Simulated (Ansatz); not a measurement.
**LaAlO3 (R-3c-perovskite type, space group R-3c), frozen-phonon scan**

Starting cell, LaAlO3 (R-3c-perovskite type, space group R-3c):

```
CELL_PARAMETERS angstrom
      2.70656     1.56263     4.39782
     -2.70656     1.56263     4.39782
      0.00000    -3.12526     4.39782
ATOMIC_POSITIONS crystal
  La 0.25000 0.25000 0.25000
  La 0.75000 0.75000 0.75000
  Al 0.00000 0.00000 0.00000
  Al 0.50000 0.50000 0.50000
  O  0.78890 0.71110 0.25000
  O  0.25000 0.78890 0.71110
  O  0.71110 0.25000 0.78890
  O  0.21110 0.28890 0.75000
  O  0.75000 0.21110 0.28890
  O  0.28890 0.75000 0.21110
```

A phonon eigenvector at Γ is frozen into this cell: atom i moves by Q times the vector below, so Q is the largest atomic displacement, in Å. The cell is held. It is one choice among 2 degenerate patterns.

```
atom       x       y       z
----  ------  ------  ------
La1    0.000   0.039   0.000
La2    0.000   0.039   0.000
Al3    0.109  -0.994   0.000
Al4   -0.109  -0.994   0.000
O5     0.000   0.206  -0.212
O6    -0.207   0.565   0.106
O7     0.207   0.565   0.106
O8     0.000   0.206  -0.212
O9    -0.207   0.565   0.106
O10    0.207   0.565   0.106
```

Method: PBE (plane waves to 420 eV, PAW, scalar-relativistic; Ansatz, a quantum-chemistry and plane-wave program). k mesh 8×8×8 (Γ-centred), Fermi-Dirac smearing 0.05 eV. E stands for the smeared free energy. Compression counts positive. LaAlO3 is run without spin polarisation. LaAlO3 was relaxed with its symmetry unable to fall. ΔE is measured from the undisplaced structure.

```csv
Q (Å),ΔE (eV/cell),−dE/dQ from forces (eV/Å),P (GPa)
-0.100,0.2388,4.793,0.79
-0.083,0.1656,3.985,0.55
-0.067,0.1059,3.183,0.35
-0.050,0.0595,2.384,0.20
-0.033,0.0264,1.587,0.09
-0.017,0.0066,0.793,0.02
0.000,0.0000,0.000,0.00
0.017,0.0066,-0.793,0.02
0.033,0.0264,-1.587,0.09
0.050,0.0595,-2.384,0.20
0.067,0.1059,-3.183,0.35
0.083,0.1656,-3.985,0.55
0.100,0.2388,-4.793,0.79
```

Key numbers:

- Energy at Q = 0.100 Å = 238.8 meV/cell
- Space group of the distorted cell = Cc (No. 9), lowered from R-3c
- Symmetry of the curve = even: the same for both signs
- Shape of the curve = a single well with its minimum at or next to zero displacement
- Harmonic wavenumber from the curvature (finite differences) = 400 cm⁻¹
- Wavenumber by perturbation theory (DFPT, on another k mesh) = 400 cm⁻¹

(A displaced cell: forces are minus the slopes of the energy, force constants its curvatures, and phonons follow from these.)
